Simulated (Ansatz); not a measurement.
# AlRu: the cost of one run

Computed with Ansatz 0.2.0 (DFT PBEsol, scalar-relativistic, plane waves, PAW, unless a step's input says otherwise).

2 further runs of the same task are left out: 2 set aside as unsound or not needed.

### 1 The structure to begin with

The structure is cubic, space group Pm-3m (No. 221). The conventional cell has a = 2.976 Å, b = 2.976 Å, c = 2.976 Å, α = 90.00°, β = 90.00°, γ = 90.00°. Around Al (site symmetry m-3m) lie 8 Ru at 2.58 Å. Around Ru (site symmetry m-3m) lie 8 Al at 2.58 Å.

Coordinates:

```cif
data_structure
_symmetry_space_group_name_H-M 'P 1'
_symmetry_Int_Tables_number 1
_cell_length_a 5.1553
_cell_length_b 5.1553
_cell_length_c 5.1553
_cell_angle_alpha 109.471
_cell_angle_beta 109.471
_cell_angle_gamma 109.471
_cell_volume 105.47
loop_
_atom_site_label
_atom_site_type_symbol
_atom_site_fract_x
_atom_site_fract_y
_atom_site_fract_z
_atom_site_occupancy
Al1 Al 0.50000 0.00000 0.50000 1
Al2 Al 0.00000 0.50000 0.50000 1
Al3 Al 0.00000 0.00000 0.00000 1
Al4 Al 0.50000 0.50000 0.00000 1
Ru1 Ru 0.50000 0.50000 0.50000 1
Ru2 Ru 0.00000 0.00000 0.50000 1
Ru3 Ru 0.00000 0.50000 0.00000 1
Ru4 Ru 0.50000 0.00000 0.00000 1
```

It is built from the cell relaxed beforehand with the same method (13.18 Å³/atom).

### 2 The reference: the undisturbed cell on the scan's mesh

File input.yaml:

```yaml
crystal:
  lattice:
    - [-2.9764078238, 2.9764078238, 2.9764078238]
    - [2.9764078238, -2.9764078238, 2.9764078238]
    - [2.9764078238, 2.9764078238, -2.9764078238]
  atoms:
    - { symbol: Al, position: [0.5, 0.0, 0.5] }
    - { symbol: Al, position: [0.0, 0.5, 0.5] }
    - { symbol: Al, position: [0.0, 0.0, 0.0] }
    - { symbol: Al, position: [0.5, 0.5, 0.0] }
    - { symbol: Ru, position: [0.5, 0.5, 0.5] }
    - { symbol: Ru, position: [0.0, 0.0, 0.5] }
    - { symbol: Ru, position: [0.0, 0.5, 0.0] }
    - { symbol: Ru, position: [0.5, 0.0, 0.0] }
basis:
  ecutwfc: 420
kpoints:
  mp_grid: { grid: [8, 8, 8] }
hamiltonian:
  xc: pbesol
scf:
  occupations: { method: gaussian, width: 0.15 }
output:
  forces: true
  stress: true
  eigenvalues: true
```

Started as:

```
> ansatz run input.yaml --threads 2 --pin off --max-ram 5120MiB --backend cpu --events-out ev --progress --plain --runs-dir out
```

Q: Estimate wall time and peak memory on 2 threads of Arm Neoverse V2, shared host.

About 3.2 s, with a peak of 0.42 GiB.
